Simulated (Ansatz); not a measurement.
# How CaSe (Fm-3m) expands on warming

How much does CaSe expand with temperature?

Measurements to reproduce:
- heat capacity C_P per formula unit 48.1 J/mol/K near room temperature (given in “High-Throughput Prediction of Finite-Temperature Properties using the Quasi-Harmonic Approximation”, 2016, arXiv:1603.06924)

Main program and level: Ansatz 0.2.0; DFT r2SCAN, scalar-relativistic, plane waves, PAW.

Most raw output is cut from this account.

The database entry behind the starting cell differs from later determinations by our own check (0.1 to 0.3 % short, probably kX units), so it need not match the best structure at ambient conditions.

## 1. The structure

It takes space group Fm-3m (No. 225, cubic). The conventional cell has a = 5.912 Å, b = 5.912 Å, c = 5.912 Å, α = 90.00°, β = 90.00°, γ = 90.00°. Ca has 6 Se at 2.96 Å nearest. Nearest to Se lie 6 Ca at 2.96 Å. Farther neighbours and most contacts between anions are not listed.

## 2. Probe on a coarse mesh

A cheap single point shows whether the cell is a metal or an insulator and how far it is from rest; that sets the k-mesh and the occupations of what follows.

File input.yaml:

```yaml
crystal:
  lattice:
    - [0.0, 2.956, 2.956]
    - [2.956, 0.0, 2.956]
    - [2.956, 2.956, 0.0]
  atoms:
    - { symbol: Ca, position: [0.0, 0.0, 0.0] }
    - { symbol: Se, position: [0.5, 0.5, 0.5] }
kpoints:
  mp_grid: { grid: [6, 6, 6] }
hamiltonian:
  xc: r2scan
scf:
  occupations: { method: gaussian, width: 0.1 }
  lower_state_search: "off"
output:
  forces: true
  stress: true
  eigenvalues: true
```

Run with:

```
$ ansatz run input.yaml --threads 4 --pin off --max-ram 16384MiB --backend cpu --events-out ev --progress --plain --runs-dir out
```

Wall time 1.6 s (4 threads of Arm Neoverse V1, shared host); peak memory 0.44 GiB.

This step gave:

| Property | Result |
| --- | --- |
| pressure | 0.6164 GPa |
| gap on the k-mesh | 2.490 eV |
| volume per atom | 25.83 Å³/atom |

The start is under 0.62 GPa at this level and looks like an insulator or semiconductor on this mesh.

## 3. Finding the static equilibrium

The vibrations must be taken about the equilibrium of this functional, not about the starting cell, so the structure is relaxed.

input.yaml, the sections that differ from step 2:

```yaml
kpoints:
  mp_grid: { grid: [8, 8, 8] }
scf:
  occupations: { method: gaussian, width: 0.02 }
  lower_state_search: "off"
relax:
  adjacent_minimum: "off"
  f_tol: 0.005
  max_steps: 80
  cell: { stress_tol: 0.05 }
# crystal, hamiltonian, output: as in step 2
```

Run time: 5 s. Hardware: 4 threads; peak memory 0.49 GiB.

Step by step:

```csv
step,energy less that of the first step (eV),largest force component (eV/Å),pressure (GPa),volume (Å³)
1,0.0000,0.0000,0.61,51.66
2,-0.0008,0.0000,-0.27,52.52
3,-0.0011,0.0000,0.00,52.26
4*,-0.0011,0.0000,0.00,52.26
```

Relaxation steps marked * repeat the geometry before them on a plane-wave basis chosen anew for their cell, so energy and pressure can jump there.

Forces are held to the 48 operations that the run works with; a distortion that breaks them can't arise in this run.

| conventional cell, symmetrised | before | after | change |
| --- | --- | --- | --- |
| a (Å) | 5.912 | 5.935 | +0.4 % |
| b (Å) | 5.912 | 5.935 | +0.4 % |
| c (Å) | 5.912 | 5.935 | +0.4 % |
| volume (Å³/atom) | 25.83 | 26.13 | +1.2 % |

Final coordinates:

```xyz
2
Lattice="0.0000 2.9674 2.9674 2.9674 0.0000 2.9674 2.9674 2.9674 0.0000" Properties=species:S:1:pos:R:3 pbc="T T T"
Ca    0.0000    0.0000    0.0000
Se    2.9674    2.9674    2.9674
```

This step gave:

```
pressure          : -0.004320 GPa
gap on the k-mesh : 2.517 eV
volume per atom   : 26.13 Å³/atom
```

The relaxation ends with a pressure of 0.00 GPa.

## 4. Relaxing to small residual forces and stress

The thresholds are tightened for a last relaxation ahead of the phonons, and where mesh or smearing change with them the cell follows.

File input.yaml:

```yaml
crystal:
  lattice:
    - [0.0, 2.967390835, 2.967390835]
    - [2.967390835, 0.0, 2.967390835]
    - [2.967390835, 2.967390835, 0.0]
  atoms:
    - { symbol: Ca, position: [0.0, 0.0, 0.0] }
    - { symbol: Se, position: [0.5, 0.5, 0.5] }
kpoints:
  mp_grid: { grid: [8, 8, 8] }
hamiltonian:
  xc: r2scan
scf:
  occupations: { method: fixed }
  lower_state_search: "off"
output:
  forces: true
  stress: true
  eigenvalues: true
  write_density: true
  write_potential: true
  elf: true
  volumetric_format: npy
relax:
  adjacent_minimum: "off"
  f_tol: 0.001
  max_steps: 60
  cell: { stress_tol: 0.01 }
```

The job ended after 3 s (4 threads; peak memory 0.49 GiB; 11 s of CPU time).

Little changed from the start: no atom moved by 0.005 Å and no cell edge by 0.1 %.

This step gave:

```yaml
pressure: -0.004318 GPa
```

Valence density in the ac plane of the conventional cell at fractional y = 0.000, with atoms of Ca and Se within 0.2 Å of it. It is the smooth field of the valence electrons, not physical close to the nuclei.

Ten steps, logarithmic in the rise over the least value, from '_' (0 e/Å³) to '@' (31 e/Å³), each cell a mean:
```
**++::____::==%%@@**::..__..==**
==--..____..::====--..______::==
....________..::::....________..
________________________________
....__________________________..
--::..______..::::..______....::
##==::..__..--++++==..____..--**
@@##--..__..==****++::____::==@@
@@**::..__..==****++::____::==%%
==--..______::====--..____..::==
::....________......________..::
________________________________
______________......____________
::..______....::--::..______..::
++==..____..--**##==::..__..--++
**++::____::==@@@@##--..__..==**
```
Columns run along a (5.9 Å), rows up along c (5.9 Å), edges of the conventional cell, whose origin can differ from the input's. Atoms in or near the plane, at fractional coordinates: Ca at (0.00, 0.00), Ca at (0.50, 0.50), Se at (0.50, 0.00), Se at (0.00, 0.50).

ELF in the ac plane of the conventional cell at fractional y = 0.000, with atoms of Ca and Se within 0.2 Å of it. It is the smooth field of the valence electrons, not physical close to the nuclei.

Values, 16 rows by 16 columns, each cell a mean:
```
0.82 0.84 0.56 0.13 0.56 0.80 0.73 0.43 0.33 0.62 0.80 0.73 0.24 0.31 0.78 0.83
0.81 0.69 0.28 0.09 0.51 0.77 0.79 0.73 0.71 0.78 0.80 0.69 0.21 0.14 0.54 0.78
0.35 0.21 0.06 0.06 0.35 0.66 0.77 0.80 0.80 0.79 0.74 0.52 0.14 0.04 0.14 0.31
0.24 0.23 0.19 0.10 0.14 0.35 0.51 0.56 0.56 0.54 0.43 0.21 0.08 0.14 0.21 0.24
0.74 0.72 0.61 0.36 0.10 0.06 0.09 0.13 0.15 0.11 0.07 0.06 0.21 0.52 0.69 0.73
0.79 0.80 0.77 0.61 0.19 0.06 0.28 0.56 0.61 0.44 0.14 0.07 0.43 0.74 0.80 0.80
0.55 0.71 0.80 0.72 0.23 0.21 0.69 0.84 0.84 0.79 0.44 0.11 0.54 0.79 0.78 0.62
0.20 0.55 0.79 0.74 0.24 0.35 0.81 0.82 0.79 0.84 0.61 0.15 0.56 0.80 0.71 0.33
0.33 0.62 0.80 0.73 0.24 0.31 0.78 0.83 0.82 0.84 0.56 0.13 0.56 0.80 0.73 0.43
0.71 0.78 0.80 0.69 0.21 0.14 0.54 0.78 0.81 0.69 0.28 0.09 0.51 0.77 0.79 0.73
0.80 0.79 0.74 0.52 0.14 0.04 0.14 0.31 0.35 0.21 0.06 0.06 0.35 0.66 0.77 0.80
0.56 0.54 0.43 0.21 0.08 0.14 0.21 0.24 0.24 0.23 0.19 0.10 0.14 0.35 0.51 0.56
0.15 0.11 0.07 0.06 0.21 0.52 0.69 0.73 0.74 0.72 0.61 0.36 0.10 0.06 0.09 0.13
0.61 0.44 0.14 0.07 0.43 0.74 0.80 0.80 0.79 0.80 0.77 0.61 0.19 0.06 0.28 0.56
0.84 0.79 0.44 0.11 0.54 0.79 0.78 0.62 0.55 0.71 0.80 0.72 0.23 0.21 0.69 0.84
0.79 0.84 0.61 0.15 0.56 0.80 0.71 0.33 0.20 0.55 0.79 0.74 0.24 0.35 0.81 0.82
```
Columns run along a (5.9 Å), rows up along c (5.9 Å), edges of the conventional cell, whose origin can differ from the input's. Atoms in or near the plane, at fractional coordinates: Ca at (0.00, 0.00), Ca at (0.50, 0.50), Se at (0.50, 0.00), Se at (0.00, 0.50).

Electrostatic potential energy in the ac plane of the conventional cell at fractional y = 0.000, with atoms of Ca and Se within 0.2 Å of it. With pseudopotentials it is smooth inside the atoms' cores, unlike the true potential.

Ten even steps from '_' (-56 eV) to '@' (11 eV), each cell a mean:
```
__::**@@@@%%**%%%%####@@@@%%==__
==**%%@@@@@@##**####%%@@@@%%##==
%%%%@@@@@@@@@@%%%%%%@@@@@@@@%%%%
@@@@@@@@@@@@@@@@@@@@@@@@@@@@@@@@
@@@@@@@@@@@@@@@@@@@@@@@@@@@@@@@@
##%%@@@@@@@@%%****##%%@@@@@@%%##
##**%%@@@@%%**::..==##@@@@%%####
%%####@@@@%%==____..**@@@@%%##%%
%%####@@@@%%==____::**@@@@%%**%%
####%%@@@@%%##====**%%@@@@@@##**
%%%%@@@@@@@@%%%%%%%%@@@@@@@@@@%%
@@@@@@@@@@@@@@@@@@@@@@@@@@@@@@@@
@@@@@@@@@@@@@@@@@@@@@@@@@@@@@@@@
**##%%@@@@@@%%####%%@@@@@@@@%%**
..==##@@@@%%######**%%@@@@%%**::
__..**@@@@%%##%%%%####@@@@%%==__
```
Columns run along a (5.9 Å; values clipped at the 3rd and 97th percentile), rows up along c (5.9 Å), edges of the conventional cell, whose origin can differ from the input's. Atoms in or near the plane, at fractional coordinates: Ca at (0.00, 0.00), Ca at (0.50, 0.50), Se at (0.50, 0.00), Se at (0.00, 0.50).

The residual pressure is -0.0043 GPa, small enough for phonons.

## 5. The quasi-harmonic study

Thermal expansion follows from how the free energy of the vibrations (and of the electrons in a metal) changes with strain, so the program makes strained cells, their phonons and a fit in one run.

input.yaml, the sections that differ from step 4:

```yaml
output:
  eigenvalues: true
phonons:
  method: dfpt
  qmesh: [4, 4, 4]
  temperatures: { t_max: 800.0, t_step: 50 }
  thermal_expansion: {}
# crystal, kpoints, hamiltonian, scf: as in step 4
# relax: removed
```

Elapsed: 1.6 h, on 4 threads; peak memory 4.3 GiB.

Numbers from this step:

```
pressure                                         : -0.005453 GPa
volume expansion coefficient at 298 K            : 45.74 1e-6/K
C_P at 298 K                                     : 24.30 J/mol-atom/K
entropy at 298 K                                 : 35.28 J/mol-atom/K
isothermal bulk modulus at 298 K                 : 48.64 GPa
Grüneisen parameter at 298 K                     : 1.491
volume at 298 K                                  : 26.51 Å³/atom
principal linear expansion coefficients at 298 K : 15.25, 15.25, 15.25 1e-6/K
```

Strained cells of the study; zero-point energy where phonons were solved; the pressures are stresses at a fixed cutoff and can carry an offset from the finite basis. Expansion cells, by row:

```csv
cell,|a| (Å),|b| (Å),|c| (Å),V (Å³/atom),E - E_lowest (meV/atom),"pressure, compression positive (GPa)",gap (eV),zero-point energy (meV/atom)
1,4.197,4.197,4.197,26.13,0,-0.012,2.517,-
2,4.23,4.23,4.23,26.76,2.403,-1.194,2.57,-
3,4.163,4.163,4.163,25.51,2.442,1.293,2.46,-
4,4.197,4.197,4.197,26.13,0,-0.017,2.517,28.18
5,4.218,4.218,4.218,26.53,0.964,-0.77,2.551,27.52
6,4.246,4.246,4.246,27.07,5.193,-1.718,2.594,26.63
7,4.271,4.271,4.271,27.55,11.5,-2.478,2.63,25.86
8,4.155,4.155,4.155,25.36,3.824,1.636,2.445,-
9,4.176,4.176,4.176,25.74,0.933,0.785,2.482,-
10,4.305,4.305,4.305,28.22,23.78,-3.419,2.674,-
```

Quasi-harmonic; a, b, c are the run's own cell vectors. Expansion, by row:

```csv
T (K),a (Å),b (Å),c (Å),alpha (deg),beta (deg),gamma (deg),cell volume (Å³/cell),alpha_a (1e-6/K),alpha_b (1e-6/K),alpha_c (1e-6/K),alpha_V (1e-6/K),C_P (J/mol-atom/K),C_V (J/mol-atom/K),S (J/mol-atom/K),B_T (GPa),B_S (GPa),Grueneisen,extrapolation,fit error (1e-6/K)
0,4.204,4.204,4.204,60,60,60,52.53,0,0,0,0,0,0,0,51.25,51.25,-,0,0
50,4.204,4.204,4.204,60,60,60,52.54,3.78,3.78,3.78,11.34,7.562,7.556,3.104,51.17,51.21,1.215,0,0
100,4.205,4.205,4.205,60,60,60,52.59,9.96,9.96,9.96,29.87,17.13,17.06,11.73,50.78,51,1.408,0,0
150,4.208,4.208,4.208,60,60,60,52.68,12.67,12.67,12.67,38,21.04,20.86,19.53,50.28,50.69,1.453,0,0.01
200,4.211,4.211,4.211,60,60,60,52.79,13.97,13.97,13.97,41.91,22.8,22.52,25.85,49.74,50.35,1.471,0,0.01
250,4.214,4.214,4.214,60,60,60,52.9,14.73,14.73,14.73,44.2,23.74,23.36,31.05,49.19,49.99,1.483,0,0.01
298.1,4.217,4.217,4.217,60,60,60,53.02,15.25,15.25,15.25,45.74,24.3,23.82,35.28,48.64,49.63,1.491,0,0.01
300,4.217,4.217,4.217,60,60,60,53.02,15.26,15.26,15.26,45.79,24.32,23.83,35.43,48.62,49.62,1.492,0,0.01
350,4.22,4.22,4.22,60,60,60,53.15,15.68,15.68,15.68,47.04,24.72,24.12,39.21,48.05,49.24,1.499,0,0.01
400,4.223,4.223,4.223,60,60,60,53.27,16.03,16.03,16.03,48.1,25.02,24.32,42.53,47.47,48.84,1.506,0,0.01
450,4.227,4.227,4.227,60,60,60,53.4,16.36,16.36,16.36,49.08,25.27,24.45,45.5,46.88,48.44,1.513,0,0.01
500,4.23,4.23,4.23,60,60,60,53.53,16.67,16.67,16.67,50.01,25.48,24.55,48.17,46.28,48.04,1.52,0,0.01
550,4.234,4.234,4.234,60,60,60,53.67,16.97,16.97,16.97,50.92,25.67,24.62,50.61,45.67,47.63,1.527,0,0.01
600,4.238,4.238,4.238,60,60,60,53.81,17.28,17.28,17.28,51.83,25.85,24.67,52.85,45.06,47.21,1.534,0,0.01
650,4.241,4.241,4.241,60,60,60,53.95,17.58,17.58,17.58,52.75,26.02,24.71,54.92,44.44,46.78,1.541,0,0.02
700,4.245,4.245,4.245,60,60,60,54.09,17.9,17.9,17.9,53.69,26.18,24.75,56.86,43.8,46.35,1.548,0,0.02
750,4.249,4.249,4.249,60,60,60,54.24,18.22,18.22,18.22,54.66,26.35,24.77,58.67,43.16,45.92,1.555,0,0.02
800,4.253,4.253,4.253,60,60,60,54.39,18.55,18.55,18.55,55.66,26.52,24.79,60.38,42.51,45.47,1.563,0,0.03
```

The expansion coefficient by temperature; values in 1e-6/K:

```csv
temperature (K),volume,principal 1
0,0,0
50,11.3,3.78
100,29.9,9.96
150,38,12.7
200,41.9,14.0
250,44.2,14.7
298,45.7,15.2
300,45.8,15.3
350,47.0,15.7
400,48.1,16.0
450,49.1,16.4
500,50.0,16.7
550,50.9,17.0
600,51.8,17.3
650,52.8,17.6
700,53.7,17.9
750,54.7,18.2
800,55.7,18.6
```

At 298 K the volume expansion is 45.7 × 10⁻⁶/K and B_T is 48.6 GPa. The program raised the cutoff to 580 eV by itself: with no cutoff typed, the study takes about 1.16 times the default for its relaxations and scales it with the volume for the phonons.

## 6. Summary of results

```json
{
 "settings of these figures": "r2SCAN, 580 eV, k 8×8×8, q 4×4×4",
 "volume expansion coefficient at 298 K": "45.74 1e-6/K",
 "C_P at 298 K": "24.30 J/mol-atom/K",
 "entropy at 298 K": "35.28 J/mol-atom/K",
 "isothermal bulk modulus at 298 K": "48.64 GPa",
 "Grüneisen parameter at 298 K": "1.491",
 "volume at 298 K": "26.51 Å³/atom",
 "principal linear expansion coefficients at 298 K": "15.25, 15.25, 15.25 1e-6/K"
}
```

Near room temperature CaSe expands by 45.7 × 10⁻⁶/K in volume by r2SCAN, with C_P = 24.3 J/(mol K) per mole of atoms and B_T = 48.6 GPa. C_P at room temperature is 97 % of the classical 3R an atom. A measured heat capacity per formula unit near room temperature is 48.1 J/mol/K (arXiv:1603.06924); the calculated 48.6 J/mol/K differs by +1 %. The PAW files were made for PBE and are used here under another functional, for which the program regenerates the frozen cores.

[Logs are printed without paths, hosts, clocks, repeated set-up lines and the standing remarks that a program may print on its own settings, such as how far it seeks lower states.]

[Hosts, paths, dates, database ids (printed as entryN), source tags and the programs' standing remarks are cut or masked in the printed files.]

[A step with changed settings may run another functional than the one named; its input shows which.]
